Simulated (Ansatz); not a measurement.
Space group Pm-3m (No. 221). a = 3.344 Å, b = 3.344 Å, c = 3.344 Å, α = 90.00°, β = 90.00°, γ = 90.00°
```csv
atom,site,symmetry,x,y,z
Sc,1b,m-3m,0.5000,0.5000,0.5000
Al,1a,m-3m,0.0000,0.0000,0.0000
```

Equation of state of this ScAl structure (not necessarily the ground state), with shape and atoms relaxed at each volume where symmetry leaves them free. It has no gap at any of these volumes. Computed with DFT PBEsol, scalar-relativistic, plane waves, PAW in Ansatz 0.2.0.

Plane waves to 420 eV, a k mesh through Γ of 12×12×12 on the computed 2-atom cell and Gaussian smearing (0.10 eV); no spin polarisation.

| V (Å³/atom) | E − E(largest V) (meV/atom) | P (GPa) |
| --- | --- | --- |
| 17.581 | 3.37 | 5.74 |
| 18.143 | -11.18 | 2.66 |
| 18.704 | -15.63 | -0.01 |
| 19.265 | -11.42 | -2.26 |
| 19.826 | 0.00 | -4.20 |

Q: Fit a third-order Birch–Murnaghan equation to E(V).

A: V0 = 18.70 Å³/atom, B0 = 82 GPa, B0' = 4.6.